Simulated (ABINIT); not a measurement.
# GaN (F-43m): a self-consistent loop beyond G0W0, cycle by cycle, part 2 of 3

Aim: iterate the self-energy on GaN (F-43m) and follow the gap from cycle to cycle.

ABINIT 10.8.3; LDA and many-body steps on it, plane waves. Known limits of the many-body steps: not at the basis limit; no spin-orbit coupling; coarse k mesh.

So far. Step 4 (G0W0): The gap on the mesh goes from 1.75 eV to 2.82 eV, a correction of +1.06 eV. Step 5 (QSGW, cycle 1): Against G0W0 in ABINIT (4×4×4 mesh, 30 bands, screening to 108.8 eV, Godby-Needs plasmon pole), the gap moves by +0.209 eV.

### 6. Screening, 4×4×4 mesh, 30 bands, screening to 108.8 eV

This step: RPA screening on LDA, plane waves, norm-conserving pseudopotentials.

run.abi

```
acell 3*1.0 Angstrom
rprim 
  0.000000000000 2.253500607500 2.253500607500
  2.253500607500 0.000000000000 2.253500607500
  2.253500607500 2.253500607500 0.000000000000
ntypat 2
znucl 31 7
natom 2
typat 1 2
xred 
  0.000000000000 0.000000000000 0.000000000000
  0.750000000000 0.750000000000 0.750000000000
pp_dirpath "pseudos"
pseudos "Ga.upf, N.upf"
ecut 45
ngkpt 4 4 4
nshiftk 1
shiftk 0 0 0
kptopt 1
chksymbreak 0
istwfk *1
occopt 1
irdwfk 1
optdriver 3
nband 30
ecuteps 4
inclvkb 2
awtr 1
symchi 1
gwcalctyp 28
mbpt_sciss 1.596 eV
nqptdm 1
qptdm 
  0 0 0
indata_prefix "in"
outdata_prefix "out"
tmpdata_prefix "tmp"
```

Run with:

```
> OMP_NUM_THREADS=1 mpirun -n 4 abinit run.abi > log
```

The log of the run:

```text
.Version 10.8.3 of ABINIT. v10.8.2 released Aug 2026.

 Symmetries : space group F-4 3 m (#216); Bravais cF (face-center cubic)
[... echo of the input left out ...]
== DATASET  1 ==================================================================
-   mpi_nproc: 4, omp_nthreads: 1 (-1 if OMP is not activated)

--- !DatasetInfo
iteration_state: {dtset: 1, }
dimensions: {natom: 2, nkpt: 8, mband: 30, nsppol: 1, nspinor: 1, nspden: 1, mpw: 2252, }
cutoff_energies: {ecut:  45.0, pawecutdg:  -1.0, }
electrons: {nelect:   2.60000000E+01, charge:   0.00000000E+00, occopt:   1.00000000E+00, tsmear:   1.00000000E-02, }

 SCREENING: Calculation of the susceptibility and dielectric matrices

 Based on a program developped by R.W. Godby, V. Olevano, G. Onida, and L. Reining.
 Incorporated in ABINIT by V. Olevano, G.-M. Rignanese, and M. Torrent.
.Using double precision arithmetic ; gwpc =  8

[... cell and pseudopotentials left out ...]
--------------------------------------------------------------------------------

 ==== K-mesh for the wavefunctions ====
 Number of points in the irreducible wedge :     8
[... list of points left out ...]
 Together with 24 symmetry operations and time-reversal symmetry
 yields    64 points in the full Brillouin Zone.

 ==== Q-mesh for the screening function ====
 Number of points in the irreducible wedge :     8
[... list of points left out ...]
 Together with 24 symmetry operations and time-reversal symmetry
 yields    64 points in the full Brillouin Zone.

 setmesh: FFT mesh size selected  =    24x   24x   24
          total number of points  =        13824

 vcoul_init : cutoff-mode = AUXILIARY_FUNCTION
 q-points for optical limit:   1
     1)      0.000010    0.000020    0.000030

 Dielectric matrix will be calculated only for some
 selected q points provided by the user through the input variables
 nqptdm and qptdm

- screening: taking advantage of time-reversal symmetry
- Maximum band index for partially occupied states nbvw = 13
- Remaining bands to be divided among processors   nbcw = 17
- Number of bands treated by each node ~4

 rdqps: reading QP wavefunctions of the previous step
        looking for file in_QPS
 file not found, 1st iteration initialized with KS eigenelements

 screening : performing a first self-consistency
 update of the energies in W by a scissor operator
 applying a scissor operator of [eV] :   1.596

 Number of electrons calculated from density =   26.0000; Expected =   26.0000
 average of density, n =  0.168335
 r_s =    1.1235
 omega_plasma =   39.5770 [eV]

 calculating chi0 at frequencies [eV] :
  1    0.000000E+00    0.000000E+00
  2    0.000000E+00    3.957696E+01

--------------------------------------------------------------------------------
  q-point number  1        q = ( 0.000000, 0.000000, 0.000000) [r.l.u.]
--------------------------------------------------------------------------------
[... chi0 elements left out ...]
 For q-point:  0.000010 0.000020 0.000030
  dielectric constant =   6.8269
  dielectric constant without local fields =   7.1877

  Average fulfillment of the sum rule on Im[epsilon] for q-point    1 :     19.02  [%]
[... wings left out ...]
== END DATASET(S) ==============================================================
================================================================================

 -outvars: echo values of variables after computation  --------
           etotal      0.0000000000E+00
            nband          30
             nkpt           8
          spgroup         216
 [... the other variables as echoed above ...]

 Calculation completed.
```

The job ended after 2.7 s (4 MPI ranks of Arm Neoverse V2, shared host; peak memory 0.11 GiB).

This step gave:

```
ε∞ with local fields, on this mesh, along the program's q direction : 6.827
the same without local fields                                       : 7.188
plasma frequency                                                    : 39.58 eV
plane waves in the screening matrix                                 : 59
```

This screening uses the functional's bands under a rigid shift, the mean opening of the cycle before.

### 7. Screening, 4×4×4 mesh, 30 bands, screening to 108.8 eV

This step: RPA screening on LDA from quasiparticle energies and orbitals, plane waves, norm-conserving pseudopotentials.

run.abi, as its differences from that of step 6:

```diff
@@ -29,7 +29,13 @@
 symchi 1
+irdqps 1
 gwcalctyp 28
-mbpt_sciss 1.596 eV
-nqptdm 1
+nqptdm 7
 qptdm 
-  0 0 0
+  0.2500000000 0.0000000000 0.0000000000
+  0.5000000000 0.0000000000 0.0000000000
+  0.2500000000 0.2500000000 0.0000000000
+  0.5000000000 0.2500000000 0.0000000000
+  -0.2500000000 0.2500000000 0.0000000000
+  0.5000000000 0.5000000000 0.0000000000
+  -0.2500000000 0.5000000000 0.2500000000
 indata_prefix "in"
```

mrgscr.stdin

```
2
merged
q0_SCR
out_SCR
1
```

Run with:

```
> OMP_NUM_THREADS=1 mpirun -n 4 abinit run.abi > log; mrgscr < mrgscr.stdin
```

The log of the run:

```text
.Version 10.8.3 of ABINIT. v10.8.2 released Aug 2026.

 Symmetries : space group F-4 3 m (#216); Bravais cF (face-center cubic)
[... echo of the input left out ...]
== DATASET  1 ==================================================================
-   mpi_nproc: 4, omp_nthreads: 1 (-1 if OMP is not activated)

--- !DatasetInfo
iteration_state: {dtset: 1, }
dimensions: {natom: 2, nkpt: 8, mband: 30, nsppol: 1, nspinor: 1, nspden: 1, mpw: 2252, }
cutoff_energies: {ecut:  45.0, pawecutdg:  -1.0, }
[...]
q-point number  1        q = ( 0.250000, 0.000000, 0.000000) [r.l.u.]
--------------------------------------------------------------------------------
[... chi0 elements left out ...]
  Average fulfillment of the sum rule on Im[epsilon] for q-point    2 :     34.15  [%]

--------------------------------------------------------------------------------
  q-point number  2        q = ( 0.500000, 0.000000, 0.000000) [r.l.u.]
--------------------------------------------------------------------------------
[... chi0 elements left out ...]
  Average fulfillment of the sum rule on Im[epsilon] for q-point    3 :     28.63  [%]

 [... 5 further q-points ...]
```

Wall time 4.2 s (4 MPI ranks); peak memory 0.4 GiB; 16 s of CPU time.

This step gave:

* plasma frequency: 39.58 eV
* plane waves in the screening matrix: 59

This screening reads the quasiparticle levels of the cycle before.

### 8. QSGW, cycle 2

The corrected levels of the last cycle go back in.

This step: QSGW on LDA, plane waves, norm-conserving pseudopotentials.

run.abi, as its differences from that of step 7:

```diff
@@ -23,12 +23,10 @@
 irdwfk 1
-optdriver 3
+optdriver 4
 nband 30
-ecuteps 4
-inclvkb 2
-awtr 1
-symchi 1
-irdqps 1
 gwcalctyp 28
-nqptdm 7
-qptdm 
+ecutsigx 45
+symsigma 0
+nkptgw 8
+kptgw 
+  0.0000000000 0.0000000000 0.0000000000
   0.2500000000 0.0000000000 0.0000000000
@@ -40,2 +38,16 @@
   -0.2500000000 0.5000000000 0.2500000000
+bdgw 
+  11 23
+  11 23
+  11 23
+  11 23
+  11 23
+  11 23
+  11 23
+  11 23
+ecuteps 4
+irdscr 1
+ppmodel 1
+irdqps 1
+rhoqpmix 0.3
 indata_prefix "in"
```

Run with:

```
> OMP_NUM_THREADS=1 mpirun -n 4 abinit run.abi > log
```

The log of the run:

```text
.Version 10.8.3 of ABINIT. v10.8.2 released Aug 2026.

 Symmetries : space group F-4 3 m (#216); Bravais cF (face-center cubic)
[... echo of the input left out ...]
== DATASET  1 ==================================================================
-   mpi_nproc: 4, omp_nthreads: 1 (-1 if OMP is not activated)

--- !DatasetInfo
iteration_state: {dtset: 1, }
dimensions: {natom: 2, nkpt: 8, mband: 30, nsppol: 1, nspinor: 1, nspden: 1, mpw: 2252, }
cutoff_energies: {ecut:  45.0, pawecutdg:  -1.0, }
[...]
.  kptgw no:  3; Maximum DeltaE = (  -0.341   0.000) for band index: 11
[...]
.  kptgw no:  7; Maximum DeltaE = (  -0.195  -0.000) for band index: 13
.  kptgw no:  8; Maximum DeltaE = (  -0.170   0.000) for band index: 13

== END DATASET(S) ==============================================================
================================================================================

 -outvars: echo values of variables after computation  --------
           etotal      0.0000000000E+00
            nband          30
             nkpt           8
          spgroup         216
 [... the other variables as echoed above ...]

 Calculation completed.
```

The job ended after 32 s (4 MPI ranks; peak memory 0.92 GiB).

This step gave:

```
quasiparticle gap on the mesh                         : 3.292 eV
gap of the density functional on the mesh             : 1.753 eV
k of the valence top                                  : 0, 0, 0
k of the conduction bottom                            : 0, 0, 0
least direct quasiparticle gap on the computed points : 3.292 eV
```

Against the cycle before, the gap moves by +0.267 eV.

### 9. Screening, 4×4×4 mesh, 30 bands, screening to 108.8 eV

This step: RPA screening on LDA, plane waves, norm-conserving pseudopotentials.

run.abi

```
acell 3*1.0 Angstrom
rprim 
  0.000000000000 2.253500607500 2.253500607500
  2.253500607500 0.000000000000 2.253500607500
  2.253500607500 2.253500607500 0.000000000000
ntypat 2
znucl 31 7
natom 2
typat 1 2
xred 
  0.000000000000 0.000000000000 0.000000000000
  0.750000000000 0.750000000000 0.750000000000
pp_dirpath "pseudos"
pseudos "Ga.upf, N.upf"
ecut 45
ngkpt 4 4 4
nshiftk 1
shiftk 0 0 0
kptopt 1
chksymbreak 0
istwfk *1
occopt 1
irdwfk 1
optdriver 3
nband 30
ecuteps 4
inclvkb 2
awtr 1
symchi 1
gwcalctyp 28
mbpt_sciss 1.898 eV
nqptdm 1
qptdm 
  0 0 0
indata_prefix "in"
outdata_prefix "out"
tmpdata_prefix "tmp"
```

The log of the run:

```text
.Version 10.8.3 of ABINIT. v10.8.2 released Aug 2026.

 Symmetries : space group F-4 3 m (#216); Bravais cF (face-center cubic)
[... echo of the input left out ...]
== DATASET  1 ==================================================================
-   mpi_nproc: 4, omp_nthreads: 1 (-1 if OMP is not activated)

--- !DatasetInfo
iteration_state: {dtset: 1, }
dimensions: {natom: 2, nkpt: 8, mband: 30, nsppol: 1, nspinor: 1, nspden: 1, mpw: 2252, }
cutoff_energies: {ecut:  45.0, pawecutdg:  -1.0, }
[...]
[... chi0 elements left out ...]
 For q-point:  0.000010 0.000020 0.000030
  dielectric constant =   6.5639
  dielectric constant without local fields =   6.9014

  Average fulfillment of the sum rule on Im[epsilon] for q-point    1 :     19.21  [%]
[... wings left out ...]
== END DATASET(S) ==============================================================
================================================================================

 -outvars: echo values of variables after computation  --------
           etotal      0.0000000000E+00
            nband          30
             nkpt           8
          spgroup         216
 [... the other variables as echoed above ...]

 Calculation completed.
```

The job ended after 2.4 s (4 MPI ranks; peak memory 0.11 GiB).

Numbers from this step:

- ε∞ with local fields, on this mesh, along the program's q direction: 6.564
- the same without local fields: 6.901
- plasma frequency: 39.58 eV
- plane waves in the screening matrix: 59

This screening uses the functional's bands under a rigid shift, the mean opening of the cycle before.

### 10. Screening, 4×4×4 mesh, 30 bands, screening to 108.8 eV

This step: RPA screening on LDA from quasiparticle energies and orbitals, plane waves, norm-conserving pseudopotentials.

run.abi, as its differences from that of step 9:

```diff
@@ -29,7 +29,13 @@
 symchi 1
+irdqps 1
 gwcalctyp 28
-mbpt_sciss 1.898 eV
-nqptdm 1
+nqptdm 7
 qptdm 
-  0 0 0
+  0.2500000000 0.0000000000 0.0000000000
+  0.5000000000 0.0000000000 0.0000000000
+  0.2500000000 0.2500000000 0.0000000000
+  0.5000000000 0.2500000000 0.0000000000
+  -0.2500000000 0.2500000000 0.0000000000
+  0.5000000000 0.5000000000 0.0000000000
+  -0.2500000000 0.5000000000 0.2500000000
 indata_prefix "in"
```

mrgscr.stdin is that of step 7.

Run with:

```
> OMP_NUM_THREADS=1 mpirun -n 4 abinit run.abi > log; mrgscr < mrgscr.stdin
```

The log of the run:

```text
.Version 10.8.3 of ABINIT. v10.8.2 released Aug 2026.

 Symmetries : space group F-4 3 m (#216); Bravais cF (face-center cubic)
[... echo of the input left out ...]
== DATASET  1 ==================================================================
-   mpi_nproc: 4, omp_nthreads: 1 (-1 if OMP is not activated)

--- !DatasetInfo
iteration_state: {dtset: 1, }
dimensions: {natom: 2, nkpt: 8, mband: 30, nsppol: 1, nspinor: 1, nspden: 1, mpw: 2252, }
cutoff_energies: {ecut:  45.0, pawecutdg:  -1.0, }
[...]
q-point number  1        q = ( 0.250000, 0.000000, 0.000000) [r.l.u.]
--------------------------------------------------------------------------------
[... chi0 elements left out ...]
  Average fulfillment of the sum rule on Im[epsilon] for q-point    2 :     34.46  [%]

--------------------------------------------------------------------------------
  q-point number  2        q = ( 0.500000, 0.000000, 0.000000) [r.l.u.]
--------------------------------------------------------------------------------
[... chi0 elements left out ...]
  Average fulfillment of the sum rule on Im[epsilon] for q-point    3 :     28.88  [%]

 [... 5 further q-points ...]
```

The job ended after 4.2 s (4 MPI ranks; peak memory 0.4 GiB; 16 s of CPU time).

Numbers from this step:

```yaml
plasma_frequency: 39.58 eV
plane_waves_in_the_screening_matrix: 59
```

This screening reads the quasiparticle levels of the cycle before.

### 11. QSGW, cycle 3

This step: QSGW on LDA, plane waves, norm-conserving pseudopotentials.

run.abi, as its differences from that of step 10:

```diff
@@ -23,12 +23,10 @@
 irdwfk 1
-optdriver 3
+optdriver 4
 nband 30
-ecuteps 4
-inclvkb 2
-awtr 1
-symchi 1
-irdqps 1
 gwcalctyp 28
-nqptdm 7
-qptdm 
+ecutsigx 45
+symsigma 0
+nkptgw 8
+kptgw 
+  0.0000000000 0.0000000000 0.0000000000
   0.2500000000 0.0000000000 0.0000000000
@@ -40,2 +38,16 @@
   -0.2500000000 0.5000000000 0.2500000000
+bdgw 
+  11 23
+  11 23
+  11 23
+  11 23
+  11 23
+  11 23
+  11 23
+  11 23
+ecuteps 4
+irdscr 1
+ppmodel 1
+irdqps 1
+rhoqpmix 0.3
 indata_prefix "in"
```

Run with:

```
> OMP_NUM_THREADS=1 mpirun -n 4 abinit run.abi > log
```

The log of the run:

```text
.Version 10.8.3 of ABINIT. v10.8.2 released Aug 2026.

 Symmetries : space group F-4 3 m (#216); Bravais cF (face-center cubic)
[... echo of the input left out ...]
== DATASET  1 ==================================================================
-   mpi_nproc: 4, omp_nthreads: 1 (-1 if OMP is not activated)

--- !DatasetInfo
iteration_state: {dtset: 1, }
dimensions: {natom: 2, nkpt: 8, mband: 30, nsppol: 1, nspinor: 1, nspden: 1, mpw: 2252, }
cutoff_energies: {ecut:  45.0, pawecutdg:  -1.0, }
[...]
.  kptgw no:  3; Maximum DeltaE = (  -0.067   0.000) for band index: 12
[...]
.  kptgw no:  7; Maximum DeltaE = (  -0.057  -0.000) for band index: 13
.  kptgw no:  8; Maximum DeltaE = (  -0.042  -0.000) for band index: 13

== END DATASET(S) ==============================================================
================================================================================

 -outvars: echo values of variables after computation  --------
           etotal      0.0000000000E+00
            nband          30
             nkpt           8
          spgroup         216
 [... the other variables as echoed above ...]

 Calculation completed.
```

Run time: 34 s. Hardware: 4 MPI ranks; peak memory 0.92 GiB.

Numbers from this step:

```
quasiparticle gap on the mesh                         : 3.400 eV
gap of the density functional on the mesh             : 1.753 eV
k of the valence top                                  : 0, 0, 0
k of the conduction bottom                            : 0, 0, 0
least direct quasiparticle gap on the computed points : 3.400 eV
```

Against the cycle before, the gap moves by +0.108 eV.

### 12. Screening, 4×4×4 mesh, 30 bands, screening to 108.8 eV

This step: RPA screening on LDA, plane waves, norm-conserving pseudopotentials.

run.abi

```
acell 3*1.0 Angstrom
rprim 
  0.000000000000 2.253500607500 2.253500607500
  2.253500607500 0.000000000000 2.253500607500
  2.253500607500 2.253500607500 0.000000000000
ntypat 2
znucl 31 7
natom 2
typat 1 2
xred 
  0.000000000000 0.000000000000 0.000000000000
  0.750000000000 0.750000000000 0.750000000000
pp_dirpath "pseudos"
pseudos "Ga.upf, N.upf"
ecut 45
ngkpt 4 4 4
nshiftk 1
shiftk 0 0 0
kptopt 1
chksymbreak 0
istwfk *1
occopt 1
irdwfk 1
optdriver 3
nband 30
ecuteps 4
inclvkb 2
awtr 1
symchi 1
gwcalctyp 28
mbpt_sciss 1.992 eV
nqptdm 1
qptdm 
  0 0 0
indata_prefix "in"
outdata_prefix "out"
tmpdata_prefix "tmp"
```

The log of the run:

```text
.Version 10.8.3 of ABINIT. v10.8.2 released Aug 2026.

 Symmetries : space group F-4 3 m (#216); Bravais cF (face-center cubic)
[... echo of the input left out ...]
== DATASET  1 ==================================================================
-   mpi_nproc: 4, omp_nthreads: 1 (-1 if OMP is not activated)

--- !DatasetInfo
iteration_state: {dtset: 1, }
dimensions: {natom: 2, nkpt: 8, mband: 30, nsppol: 1, nspinor: 1, nspden: 1, mpw: 2252, }
cutoff_energies: {ecut:  45.0, pawecutdg:  -1.0, }
[...]
[... chi0 elements left out ...]
 For q-point:  0.000010 0.000020 0.000030
  dielectric constant =   6.4880
  dielectric constant without local fields =   6.8190

  Average fulfillment of the sum rule on Im[epsilon] for q-point    1 :     19.27  [%]
[... wings left out ...]
== END DATASET(S) ==============================================================
================================================================================

 -outvars: echo values of variables after computation  --------
           etotal      0.0000000000E+00
            nband          30
             nkpt           8
          spgroup         216
 [... the other variables as echoed above ...]

 Calculation completed.
```

Run time: 2.5 s. Hardware: 4 MPI ranks; peak memory 0.11 GiB; 9.3 s of CPU time.

Numbers from this step:

```
ε∞ with local fields, on this mesh, along the program's q direction : 6.488
the same without local fields                                       : 6.819
plasma frequency                                                    : 39.58 eV
plane waves in the screening matrix                                 : 59
```

This screening uses the functional's bands under a rigid shift, the mean opening of the cycle before.

### 13. Screening, 4×4×4 mesh, 30 bands, screening to 108.8 eV

This step: RPA screening on LDA from quasiparticle energies and orbitals, plane waves, norm-conserving pseudopotentials.

run.abi, as its differences from that of step 12:

```diff
@@ -29,7 +29,13 @@
 symchi 1
+irdqps 1
 gwcalctyp 28
-mbpt_sciss 1.992 eV
-nqptdm 1
+nqptdm 7
 qptdm 
-  0 0 0
+  0.2500000000 0.0000000000 0.0000000000
+  0.5000000000 0.0000000000 0.0000000000
+  0.2500000000 0.2500000000 0.0000000000
+  0.5000000000 0.2500000000 0.0000000000
+  -0.2500000000 0.2500000000 0.0000000000
+  0.5000000000 0.5000000000 0.0000000000
+  -0.2500000000 0.5000000000 0.2500000000
 indata_prefix "in"
```

mrgscr.stdin is that of step 10.

Run with:

```
> OMP_NUM_THREADS=1 mpirun -n 4 abinit run.abi > log; mrgscr < mrgscr.stdin
```

The log of the run:

```text
.Version 10.8.3 of ABINIT. v10.8.2 released Aug 2026.

 Symmetries : space group F-4 3 m (#216); Bravais cF (face-center cubic)
[... echo of the input left out ...]
== DATASET  1 ==================================================================
-   mpi_nproc: 4, omp_nthreads: 1 (-1 if OMP is not activated)

--- !DatasetInfo
iteration_state: {dtset: 1, }
dimensions: {natom: 2, nkpt: 8, mband: 30, nsppol: 1, nspinor: 1, nspden: 1, mpw: 2252, }
cutoff_energies: {ecut:  45.0, pawecutdg:  -1.0, }
[...]
q-point number  1        q = ( 0.250000, 0.000000, 0.000000) [r.l.u.]
--------------------------------------------------------------------------------
[... chi0 elements left out ...]
  Average fulfillment of the sum rule on Im[epsilon] for q-point    2 :     34.55  [%]

--------------------------------------------------------------------------------
  q-point number  2        q = ( 0.500000, 0.000000, 0.000000) [r.l.u.]
--------------------------------------------------------------------------------
[... chi0 elements left out ...]
  Average fulfillment of the sum rule on Im[epsilon] for q-point    3 :     28.93  [%]

 [... 5 further q-points ...]
```

It took 4.4 s on 4 MPI ranks; peak memory 0.4 GiB; 17 s of CPU time.

Numbers from this step:

```yaml
plasma_frequency: 39.58 eV
plane_waves_in_the_screening_matrix: 59
```

This screening reads the quasiparticle levels of the cycle before.

(Part 2 of 3 ends here.)

[Paths, hosts, dates, memory and timing lines, banners, echoed tables and standing remarks are left out of the program output.]

[Logs are printed without paths, hosts, clocks, repeated set-up lines and the standing remarks that a program may print on its own settings, such as how far it seeks lower states.]

[Runs of the session that timed out or met a known fault of the program may be left out.]

[Hosts, paths, dates, database ids (printed as entryN), source tags and the programs' standing remarks are cut or masked in the printed files.]

[G0W0 gaps are taken among the corrected bands and points alone; a level outside them can change the order at an edge.]

[Where Ansatz stands beside ABINIT at settings called matched, ABINIT's density can come from a denser mesh and the files from another edition; pairs whose starting gaps differed by over 0.03 eV were left out, so agreement reads better than it is.]
